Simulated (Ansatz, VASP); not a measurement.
# Cross-check of GeCl2 (1T-GeCl2 monolayer) between VASP and Ansatz

One calculation is typed for both programs; each brings its own data sets. How far apart do they land? The structure shown is the start of the Ansatz relaxation below; VASP solves that cell, so the two are compared at the walk's first step.

Calculated with Ansatz 0.2.0; plane waves, with VASP 6.6.1 beside it; single point at PBE with D3(BJ).

## Step 1: The starting structure

The cell holds 3 atoms: 2 Cl and 1 Ge. Its edges and angles: a = 3.039 Å, b = 3.039 Å, c = 36.188 Å, α = 90.0°, β = 90.0°, γ = 120.0°. Vacuum lies along c.

## Step 2: Ansatz: relaxation, PBE with D3(BJ)

Ansatz runs on its default PAW (the set named soft_2) files.

The two programs are compared at the cell with which this relaxation starts, whose forces are those of its first step.

input.yaml

```yaml
crystal:
  lattice:
    - [3.03854, 0.0, 0.0]
    - [-1.51927, 2.6314528304, 0.0]
    - [0.0, 0.0, 36.1883005165]
  atoms:
    - { symbol: Cl, position: [0.6666666667, 0.3333333333, 0.4642384351] }
    - { symbol: Ge, position: [0.0, 0.0, 0.5] }
    - { symbol: Cl, position: [0.3333333333, 0.6666666667, 0.5357615649] }
  periodic: [true, true, false]
kpoints:
  mp_grid: { grid: [12, 12, 1] }
hamiltonian:
  xc: pbe
  dispersion: d3bj
scf:
  occupations: { method: fermi_dirac, width: 0.05 }
  convergence: { dr2_threshold: 1.0e-09 }
relax:
  f_tol: 0.004
  max_steps: 90
  cell: {}
output:
  write_potential: true
  write_density: true
  volumetric_format: npy
```

Command:

```bash
$ ansatz run input.yaml --threads 2 --pin off --max-ram 3072MiB --backend cpu --events-out ev --progress --plain --runs-dir out
```

Numbers of over 12 decimals in the logs are rounded to 6 here.

The log of the run:

```text
Warning: relax.cell: scf.convergence.dr2_threshold = 1e-9 eV is looser than the 1.89315882617e-10 eV advised for a relaxation that steers and ends on the stress (1e-10 eV for each atom of the cell: 3, times the square of relax.cell.stress_2d_tol = 0.05 N/m over 12.6 Å (the atoms' height at the walk's start and 5 Å past either face), 3.972e-2 GPa, over a crystal's default 0.05). What an SCF threshold leaves in a stress goes as its square root, and in the free energy as the threshold itself, and one threshold admits the most on a small cell: [figures from the program's tests cut] Set scf.convergence.dr2_threshold to 1.89315882617e-10 eV or tighter. [rest of the remark cut]
Engine: ansatz 0.2.0, aarch64-unknown-linux-gnu
Pseudopotentials: kind: paw
Pseudopotential: Cl, paw, valence charge 7, recommended cutoff 420 eV (normal), Cl.paw.azcp
Pseudopotential: Ge, paw, valence charge 14, recommended cutoff 420 eV (normal), Ge.paw.azcp
Functional definition: PBE
  parameter kappa = 0.804
  parameter beta = 0.066725
  exchange = pbe_x(kappa = kappa, mu = beta*pi^2/3)
  correlation = pbe_c(beta = beta)
Crystal: 3 atoms, lattice volume = 289.353 Å³
Basis set: ecut = 420 eV, 5593 PW (Γ), exchange–correlation on 48×48×486 points (8 copies of the dense FFT grid, shifted against one another)
Bands: 18, of which v1, the nominal top of the filled ones, is band 14 counted from 1 (13 counted from 0)
Symmetry: 12 space group operations
Space group: P-3m1 (ITA 164), of the structure as read, at distance tolerance 6.6e-5 Å
k-points: 19 of 144
Non-local potential: Cl, projectors of the file, l = 0: 2, l = 1: 2, l = 2: 2
Non-local potential: Ge, projectors of the file, l = 0: 2, l = 1: 2, l = 2: 3, l = 3: 1
PAW form: soft (Blöchl's): semilocal exchange-correlation on the pseudo side does not see the compensation charge
PAW one-centre angular grid: Cl, 110 points (default); XC on 64 Gauss nodes
PAW one-centre angular grid: Ge, 590 points (default); XC on 64 Gauss nodes
Initial density: superposition of atomic densities (neutral atoms: chi_scale 0, normalization atom), corrected by the library's trained network
Initial wavefunctions: pseudopotential atomic-orbital guess
Functional: x = pbe(κ = 0.804, μ = 0.219515), c = pbe(β = 0.066725)
SCF iter   1: F=—  HF=-6450.508929 eV  |F-HF|=—  |Δ(HF+E_count)|=         —  Δρ=3.75e-3  dr2=7.44e-2  ethr=1.77e-3  ⟨swp⟩=16.1  Hψ=3458  notcnv=0
preconditioner: auto → Resta (q_TF=auto, 1.849 Å⁻¹)  ε∞=1.4  [insulator: Δε(μ)=0.806 eV  Ē_g=19.123 eV  σ=0.050 eV  W_gap=1.00  n_scr=20 (ndim 8)  ℏωp=11.6 eV  f_vac=0.825  D(μ)=0.00/eV (n_scr^D=0)  ε∞_Penn≈1.4  vacuum switching on, ρ_ref=2.7e-2 e/Å³]
SCF iter   2: F=—  HF=-6450.488454 eV  |F-HF|=—  |Δ(HF+E_count)|=   2.05e-2  Δρ=2.20e-3  dr2=1.20e-2  ethr=2.66e-4  ⟨swp⟩=4.9  Hψ=1087  notcnv=0
SCF iter   3: F=—  HF=-6450.486656 eV  |F-HF|=—  |Δ(HF+E_count)|=   1.80e-3  Δρ=1.10e-3  dr2=2.27e-3  ethr=4.30e-5  ⟨swp⟩=3.1  Hψ=660  notcnv=0
SCF iter   4: F=—  HF=-6450.486880 eV  |F-HF|=—  |Δ(HF+E_count)|=   2.25e-4  Δρ=4.15e-4  dr2=4.54e-4  ethr=8.11e-6  ⟨swp⟩=2.7  Hψ=689  notcnv=0
SCF iter   5: F=—  HF=-6450.486818 eV  |F-HF|=—  |Δ(HF+E_count)|=   6.21e-5  Δρ=1.07e-4  dr2=2.23e-5  ethr=1.62e-6  ⟨swp⟩=3.4  Hψ=845  notcnv=0
SCF iter   6: F=—  HF=-6450.486812 eV  |F-HF|=—  |Δ(HF+E_count)|=   6.35e-6  Δρ=1.81e-5  dr2=8.84e-7  ethr=7.97e-8  ⟨swp⟩=3.3  Hψ=842  notcnv=0
SCF iter   7: F=—  HF=-6450.486917 eV  |F-HF|=—  |Δ(HF+E_count)|=   1.05e-4  Δρ=1.89e-6  dr2=5.01e-9  ethr=3.16e-9  ⟨swp⟩=3.3  Hψ=797  notcnv=0
SCF iter   8: F=-6450.486917 eV  HF=-6450.486917 eV  |F-HF|=5.09e-11  |Δ(HF+E_count)|=   1.24e-8  Δρ=2.26e-7  dr2=2.20e-10  ethr=3.57e-12  ⟨swp⟩=13.9  Hψ=3187  notcnv=0
SCF 1 converged in 8 iterations: F = -6450.486917 eV  dr2 = 2.20e-10
  greatest PAW one-centre occupation: 0.999 electrons in one spin orbital (limit 2), on the Ge atom at site 1 (counted from 0), in its partial waves of l = 2
relax step   1: F+E_penalty+E_count = -6450.48691677 eV  Δ(F+E_penalty+E_count) = +0.000e0 eV  max|allowed force component| = 7.345e0 eV/Å  Δτ_max = 0.0000 Å  P = +50.056 N/m  Ω = 289.353 Å³  fix = [c, alpha, beta]  reactions: c +0.000 N/m  (8 SCF iters, accepted)
[...]
relax step  13: F+E_penalty+E_count = -6456.72456253 eV  Δ(F+E_penalty+E_count) = -2.010e-4 eV  max|allowed force component| = 3.174e-3 eV/Å  Δτ_max = 0.0003 Å  P = +0.027 N/m  Ω = 473.187 Å³  energy of the carried Pulay correction = -9.001e-4 eV  fix = [c, alpha, beta]  reactions: c +0.000 N/m  (6 SCF iters, accepted)
[...]
relax step  14: F+E_penalty+E_count = -6456.72537660 eV  Δ(F+E_penalty+E_count) = -8.141e-4 eV  max|allowed force component| = 3.021e-3 eV/Å  Δτ_max = 0.0000 Å  P = +0.034 N/m  Ω = 473.187 Å³  fix = [c, alpha, beta]  reactions: c +0.000 N/m  stress off target by 3.36e-2 N/m on what of the cell is left free  SCF on the basis re-selected at this cell (its energy is not comparable with the rows above)  (6 SCF iters)
basis re-selected at this cell: Δ(F+E_penalty+E_count) = -8.141e-4 eV, ΔP = +0.007 N/m vs the last step (what re-selecting the basis moved, of the pressure what is left beyond the Pulay correction that the steps carried, after the strain that the cell walked since its last selection, with what the two solves' SCF thresholds leave and, on support functions, any second-order correction that the steps lacked; it is no measure of the basis error at this ecutwfc). The dense FFT grid was sized anew with the basis: this SCF ran on 27×27×243 points, the steps before it on 25×25×243, so part of this shift can come from that change (see relax.cell in the input reference). [rest of the remark cut]
SCF converged after 6 iterations
Free energy (F): -6456.725377 eV
Harris-Foulkes:  -6456.725377 eV  (|F-HF|=6.58e-9)
Internal energy: -6456.725377 eV  (E = F + TS)
E sigma→0 (E₀):  -6456.725377 eV
Fermi energy:    -5.583643 eV
--- Per-component energies (eV) ---
  E_band       = -529.097132
  E_kinetic    = 428.562737
  E_local      = -44807.412570  (includes V_loc(G=0)·N_el)
  E_nonlocal   = 468.225501
  E_hartree    = 21989.370004
  E_xc         = -288.449736
  E_vxc        = -306.343827  (∫ρ·V_xc dr)
  E_paw        = -3329.777278  (= ΣΔE_a)
  E_vpaw       = -290.868891  (= ΣTr[D̂ρ^β])
  E_aug_tail   = 0.000512  (compensation charges beyond the density's cutoff)
  E_ewald      = 19083.196200
  E_disp       = -0.440746  (pairwise vdW)
  E_smearing   = -0.000000  (= −TS)
  E_closure    = -0.000000  (closes the sum)
  Σ components = -6456.725377   (vs F -6456.725377, Δ=0.00e0)
--- Forces (eV/Å), atoms counted from 1 ---
  atom   1  Cl     0.00000000     0.00000000    -0.00302122
  atom   2  Ge    -0.00000000     0.00000000     0.00000000
  atom   3  Cl    -0.00000000    -0.00000000     0.00302122
  max |Σ_I F_I| component: 3.70e-17 eV/Å
--- 2D stress c σ (N/m, compression-positive) ---
        0.033576      -0.000000      -0.000000
       -0.000000       0.033576       0.000000
       -0.000000       0.000000       0.000000
  P = ½ c Tr σ = 0.0336 N/m
--- Band table (eV; the first three rows and the last of 19) ---
  k-point 0: bands = [... 10 lower, -8.7730, -8.6845, -8.6845, -7.5723, -4.3022, -2.8914, -2.8914, -0.4651]
  k-point 1: bands = [... 10 lower, -8.7922, -8.7652, -8.6108, -7.3831, -4.0826, -2.9682, -2.8210, -0.3362]
  k-point 2: bands = [... 10 lower, -9.1049, -8.7482, -8.5802, -7.1519, -3.6873, -2.9403, -2.6456, -0.1094]
  k-point 18: bands = [... 10 lower, -10.1639, -8.8011, -8.8011, -7.0155, -2.4079, -2.4079, -1.9041, 1.7889]
--- Relaxed structure (12 steps of the walk, 12 accepted, 2 SCFs on fresh bases) ---
  F+E_penalty+E_count = -6456.72537660 eV   max|allowed force component| = 3.021e-3 eV/Å   (the final SCF, on the basis selected at the relaxed cell)
  cell:  # Å, volume = 473.1870 Å³
    - [3.885680, 0.0, 0]
    - [-1.942840, 3.365097, 0]
    - [0, 0, 36.1883005165]
  atoms:
    - { symbol: Cl, position: [0.666667, 0.333333, 0.458703] }
    - { symbol: Ge, position: [0, 0, 0.5] }
    - { symbol: Cl, position: [0.333333, 0.666667, 0.541297] }
```

In the SCF lines HF is the Harris–Foulkes energy and dr2 the Hartree energy of the density residual, in eV; the loop may stop once dr2 is under the threshold and the program's other checks hold. Hψ counts applications of the Hamiltonian.

## Step 3: VASP: single point, PBE with D3(BJ), start cell

The same cell, functional, mesh and smearing now go to VASP, with its own data sets.

Lines of VASP's logs that name or quote its potential files are left out, and so is its time.

INCAR

```
SYSTEM = GeCl2
PREC = Accurate
ENCUT = 410
EDIFF = 1E-06
NELM = 120
ISMEAR = -1
SIGMA = 0.05
LREAL = .FALSE.
ALGO = Normal
GGA = PE
IVDW = 12
NBANDS = 20
LORBIT = 11
LWAVE = .FALSE.
LCHARG = .FALSE.
ISIF = 2
LDIPOL = .TRUE.
IDIPOL = 3
DIPOL = 0.5 0.5 0.5
LVHAR = .TRUE.
LASPH = .TRUE.
GGA_COMPAT = .FALSE.
EFERMI = MIDGAP
NELMDL = -8
```

POSCAR

```
GeCl2
1.0
    3.0385400000      0.0000000000      0.0000000000
   -1.5192700000      2.6314530000      0.0000000000
    0.0000000000      0.0000000000     36.1883010000
Cl Ge
2 1
Direct
    0.6666666667      0.3333333333      0.4642384289
    0.3333333333      0.6666666667      0.5357615711
    0.0000000000      0.0000000000      0.4999999862
```

KPOINTS

```
Automatic mesh
0
Gamma
12 12 1
0 0 0
```

Potentials, in the order of the species: Cl and Ge_d (PBE family, release 64).

Command:

```bash
$ mpirun -np 1 vasp_std
```

The log of the run:

```text
[banner, memory and clock lines left out]
running    1 mpi-ranks, on    1 nodes
 distrk:  each k-point on    1 cores,    1 groups
 distr:  one band on    1 cores,    1 groups

 POSCAR found type information on POSCAR ClGe
 POSCAR found :  2 types and       3 ions
 LDA part: xc-table for (Slater+PW92), standard interpolation
 POSCAR, INCAR and KPOINTS ok, starting setup
 FFT: planning ... GRIDC
 FFT: planning ... GRID_SOFT
 FFT: planning ... GRID
 WAVECAR not read
 entering main loop
       N       E                     dE             d eps       ncg     rms          rms(c)
DAV:   1     0.254068574020E+03    0.25407E+03   -0.11096E+04   832   0.115E+03
DAV:   2     0.348572977275E+02   -0.21921E+03   -0.20826E+03   992   0.256E+02
DAV:   3    -0.254529835859E+01   -0.37403E+02   -0.36804E+02  1032   0.126E+02
DAV:   4    -0.404389477303E+01   -0.14986E+01   -0.14916E+01  1100   0.300E+01
DAV:   5    -0.409564178027E+01   -0.51747E-01   -0.51622E-01  1176   0.525E+00
DAV:   6    -0.409646314900E+01   -0.82137E-03   -0.82090E-03  1196   0.552E-01
DAV:   7    -0.409649966178E+01   -0.36513E-04   -0.36512E-04  1200   0.972E-02
DAV:   8    -0.409650150374E+01   -0.18420E-05   -0.18419E-05  1188   0.218E-02    0.225E+01
DAV:   9    -0.391523956999E+01    0.18126E+00   -0.31763E-01  1028   0.551E+00    0.130E+01
DAV:  10    -0.389366137267E+01    0.21578E-01   -0.28871E-01  1064   0.405E+00    0.108E+00
DAV:  11    -0.388778078335E+01    0.58806E-02   -0.41623E-02   996   0.171E+00    0.324E-01
DAV:  12    -0.388783678691E+01   -0.56004E-04   -0.23890E-03  1092   0.477E-01    0.112E-01
DAV:  13    -0.388779539636E+01    0.41391E-04   -0.30452E-04  1064   0.212E-01    0.239E-02
DAV:  14    -0.388780266488E+01   -0.72685E-05   -0.48385E-05  1184   0.741E-02    0.109E-02
DAV:  15    -0.388781485396E+01   -0.12189E-04   -0.11503E-05  1036   0.275E-02    0.626E-03
DAV:  16    -0.388783063022E+01   -0.15776E-04   -0.74610E-06   928   0.110E-02    0.405E-03
DAV:  17    -0.388785922251E+01   -0.28592E-04   -0.79711E-06   864   0.920E-03    0.309E-03
DAV:  18    -0.388788230233E+01   -0.23080E-04   -0.24529E-06   856   0.685E-03    0.917E-04
DAV:  19    -0.388790141720E+01   -0.19115E-04   -0.17299E-06   776   0.292E-03    0.103E-03
DAV:  20    -0.388790843172E+01   -0.70145E-05   -0.56063E-07   796   0.131E-03    0.358E-04
DAV:  21    -0.388791454901E+01   -0.61173E-05   -0.47412E-07   728   0.131E-03    0.305E-04
DAV:  22    -0.388791609825E+01   -0.15492E-05   -0.11629E-07   788   0.599E-04    0.194E-04
DAV:  23    -0.388791741040E+01   -0.13121E-05   -0.63972E-08   700   0.560E-04    0.313E-04
DAV:  24    -0.388791754030E+01   -0.12990E-06   -0.29221E-09   752   0.293E-04
   1 F= -.46636892E+01 E0= -.46636831E+01  d E =-.122454E-04
```

From OUTCAR (step 3):

```text
ion  position               nearest neighbor table
   1  0.667  0.333  0.464-   3 2.18   3 2.18   3 2.18
   2  0.333  0.667  0.536-   3 2.18   3 2.18   3 2.18
   3  0.000  0.000  0.500-   1 2.18   1 2.18   1 2.18   2 2.18   2 2.18   2 2.18

  LATTYP: Found a hexagonal cell.
 ALAT       =     3.0385400000
 C/A-ratio  =    11.9097662035

 Subroutine GETGRP returns: Found 12 space group operations
 (whereof 12 operations were pure point group operations)

The static configuration has the point symmetry D_3d.

 Found     19 irreducible k-points:

   k-points           NKPTS =     19   k-points in BZ     NKDIM =     19   number of bands    NBANDS=     20

   dimension x,y,z NGX =    20 NGY =   20 NGZ =  240
   dimension x,y,z NGXF=    40 NGYF=   40 NGZF=  480

   ENCUT  =  410.0 eV  30.13 Ry    5.49 a.u.   5.02  5.02 59.75*2*pi/ulx,y,z

   NELECT =      28.0000    total number of electrons

 k-points in reciprocal lattice and weights: Automatic mesh
   0.00000000  0.00000000  0.00000000       0.007
   0.08333333  0.00000000  0.00000000       0.042
   0.16666667  0.00000000  0.00000000       0.042
   0.25000000  0.00000000  0.00000000       0.042
   0.33333333  0.00000000  0.00000000       0.042
   0.41666667  0.00000000  0.00000000       0.042
   0.50000000  0.00000000  0.00000000       0.021
   0.08333333  0.08333333  0.00000000       0.042
   0.16666667  0.08333333  0.00000000       0.083
[...]
0.33333333  0.25000000  0.00000000       0.083
   0.33333333  0.33333333  0.00000000       0.014

 dipolmoment           0.000000      0.000000      0.000003 electrons x Angstroem

 average (electrostatic) potential at core
       1-100.0589       2-100.0588       3 -81.8062

 E-fermi :   0.0764

 k-point     1 :       0.0000    0.0000    0.0000
  band No.  band energies     occupation
    ...
     10      -6.4001      2.00000
     11      -6.4001      2.00000
     12      -6.2130      2.00000
     13      -6.2130      2.00000
     14      -0.7571      2.00000
     15       0.4229      0.00195
     16       1.3977      0.00000
     17       1.4933      0.00000
     18       1.9335      0.00000
     19       1.9335      0.00000
    ...

 k-point     2 :       0.0833    0.0000    0.0000
  band No.  band energies     occupation
    ...
     10      -7.2488      2.00000
     11      -6.7875      2.00000
     12      -6.5626      2.00000
     13      -6.0753      2.00000
     14      -0.4876      1.99997
     15       0.8809      0.00000
     16       1.3007      0.00000
     17       1.5373      0.00000
     18       2.0710      0.00000
     19       2.1828      0.00000
    ...

 k-point     3 :       0.1667    0.0000    0.0000
  band No.  band energies     occupation
    ...
     10      -7.7303      2.00000
     11      -7.6105      2.00000
     12      -7.3868      2.00000
     13      -6.1094      2.00000
     14      -0.6193      2.00000
     15       1.0050      0.00000
     16       1.7324      0.00000
     17       2.1422      0.00000
     18       2.5877      0.00000
     19       2.7108      0.00000
    ...

 Edisp (eV)   -0.77577

  Total      24.91910    24.91910    18.99460     0.00000     0.00000     0.00000
  in kB     137.97935   137.97937   105.17488     0.00000     0.00000     0.00000
  external pressure =      127.04 kB  Pullay stress =        0.00 kB

  energy-cutoff  :      410.00
  volume of cell :      289.35
      direct lattice vectors                 reciprocal lattice vectors
     3.038540000  0.000000000  0.000000000     0.329105426  0.190009094  0.000000000
    -1.519270000  2.631453000  0.000000000     0.000000000  0.380018188  0.000000000
     0.000000000  0.000000000 36.188301000     0.000000000  0.000000000  0.027633240

 POSITION                                       TOTAL-FORCE (eV/Angst)
 -----------------------------------------------------------------------------------
      1.51927      0.87715     16.80000         0.000000     -0.000000     -7.376291
     -0.00000      1.75430     19.38830        -0.000000      0.000000      7.376291
      0.00000      0.00000     18.09415         0.000000      0.000000      0.000000
 -----------------------------------------------------------------------------------
    total drift:                                0.000000     -0.000000      0.000782

  FREE ENERGIE OF THE ION-ELECTRON SYSTEM (eV)
  ---------------------------------------------------
  free  energy   TOTEN  =        -4.6636892403 eV

  energy  without entropy=       -4.6636769949  energy(sigma->0) =       -4.66368312

 vacuum level on the upper side and lower side of the slab         2.056         2.056

 total charge
# of ion       s       p       d       tot
------------------------------------------
    1        1.627   3.616   0.000   5.243
    2        1.627   3.616   0.000   5.243
    3        1.486   1.139  10.328  12.953
--------------------------------------------------
tot          4.740   8.371  10.328  23.439

[... 3 further parts left out ...]
```

## Step 4: Differences

Known differences besides the potentials themselves: Ansatz cuts the interaction across the vacuum, VASP repeats the sheet with a dipole correction; the cutoff is 420 eV in Ansatz and 410 eV in VASP. Total energies have different zeros and are not compared.

Forces (eV/Å; atoms numbered as in POSCAR):

```csv
atom,"Ansatz x, y, z","VASP x, y, z"
Cl1,"0.000, 0.000, -7.345","0.000, 0.000, -7.376"
Cl2,"0.000, 0.000, 7.345","0.000, 0.000, 7.376"
Ge3,"0.000, 0.000, 0.000","0.000, 0.000, 0.000"
```

The forces differ by 15 meV/Å r.m.s., which is 0.4 % of the r.m.s. force of 3.477 eV/Å (both taken over all components). With vacuum in the cell, a pressure given here is an average over mostly empty space and none of the material.

## Step 5: Results

```json
{"r.m.s. force difference (single point, PBE with D3(BJ), start cell)": "0.42 % of the r.m.s. force"}
```

**Reading.** The r.m.s. force difference is 0.42 % of the r.m.s. force (single point, PBE with D3(BJ), start cell), within the 3 % picked in this series as the mark of a large difference. 1 further run of this series is not shown here. Such differences can come from data sets, numerical settings and the points named under the comparisons, not from the functional's error against experiment.

[Lines on the potential files, build, host, timing and source positions are cut from VASP's logs without a mark.]

[Logs are printed without paths, hosts, clocks, repeated set-up lines and the standing remarks that a program may print on its own settings, such as how far it seeks lower states.]

[Hosts, paths, dates, database ids (printed as entryN), source tags and the programs' standing remarks are cut or masked in the printed files.]
